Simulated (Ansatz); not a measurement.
**From the elastic tensor of Ta₄N₅ to moduli and sound speeds**

The calculation used DFT PBEsol, scalar-relativistic, plane waves, PAW in Ansatz. Settings: 420 eV plane-wave cutoff, Γ-centred 10×10×10 mesh, Fermi-Dirac smearing of 0.15 eV. No spin polarisation.

Symmetry: I4/m, No. 87, tetragonal system. Conventional cell: a = 6.825 Å, b = 6.825 Å, c = 4.256 Å, α = 90.00°, β = 90.00°, γ = 90.00°. Around Ta (site symmetry m) lie 6 N at 2.07 to 2.21 Å. N (site symmetry 4/m) is surrounded by 4 Ta at 2.07 Å. N (site symmetry m) is surrounded by 5 Ta at 2.13 to 2.21 Å.

In a metal, frequencies and elastic constants depend on the k mesh and the smearing, soft modes and shear constants most. Spin–orbit coupling is left out, which can shift energies with elements as heavy as these.

Relaxed-ion constants (GPa, on the Cartesian axes of the calculation):
C11 = 608.1, C12 = 134.0, C13 = 140.2, C16 = -69.3, C22 = 608.1, C23 = 140.2, C26 = 69.3, C33 = 770.0, C44 = 138.5, C55 = 138.5, C66 = 180.9 GPa; the others vanish.

Density 13.297 g/cm³; 9 atoms in 99.13 Å³.

The values that follow are for a polycrystal of randomly turned grains, by Hill's mean where one number stands.

With S = C⁻¹: B_V = (C11+C22+C33+2(C12+C13+C23))/9, G_V = (C11+C22+C33−C12−C13−C23+3(C44+C55+C66))/15, 1/B_R = S11+S22+S33+2(S12+S13+S23), 15/G_R = 4(S11+S22+S33−S12−S13−S23)+3(S44+S55+S66); Hill is their mean. Then v_l = √((B+4G/3)/ρ), v_t = √(G/ρ), v_m = [(2/v_t³+1/v_l³)/3]^(−1/3) and Θ = (ħ/k_B)·v_m·(6π²n/V)^(1/3) for n atoms in the volume V; E = 9BG/(3B+G), ν = (3B−2G)/(2(3B+G)) and A^U = 5G_V/G_R + B_V/B_R − 6.

| Item | Value |
| --- | --- |
| Bulk modulus, Voigt / Reuss / Hill | 312.8 / 309.1 / 310.9 GPa |
| Shear modulus, Voigt / Reuss / Hill | 196.3 / 172.7 / 184.5 GPa |
| Young's modulus | 462 GPa |
| Poisson ratio | 0.252 |
| Pugh ratio B/G | 1.69 (under 1.75, the rule of thumb for brittle) |
| Universal anisotropy index | 0.70 |
| Longitudinal and transverse sound speeds | 6472 and 3725 m/s |
| Debye temperature from the mean sound speed | 554 K |

Whether Ta4N5 exists in this form wasn't checked.

Cost: 1 run of about 75 core-minutes, on Arm Neoverse V2 (shared hosts).

Ta₄N₅ comes out as a stiff but clearly anisotropic nitride. The tensor meets the tetragonal criteria for elastic stability, which covers small homogeneous strains but not phonons at finite wavevector.

The pattern fits a rock-salt lattice with ordered tantalum vacancies. Strong Ta d–N p bonds resist stretching along Ta–N–Ta chains more than the bending of bond angles, so the axial constants far exceed the shear constants. C33 probably exceeds C11 because the vacancies line up in columns along c, leaving the other chains in that direction unbroken, while those in the plane are interrupted. The in-plane cell axes are also turned away from the bonds, which lowers C11 and accounts for the sizeable C16.

The anisotropy lies almost entirely in shear, as the Voigt and Reuss bulk moduli nearly coincide. The brittle label is not robust: the Reuss moduli alone would put B/G on the ductile side of 1.75.
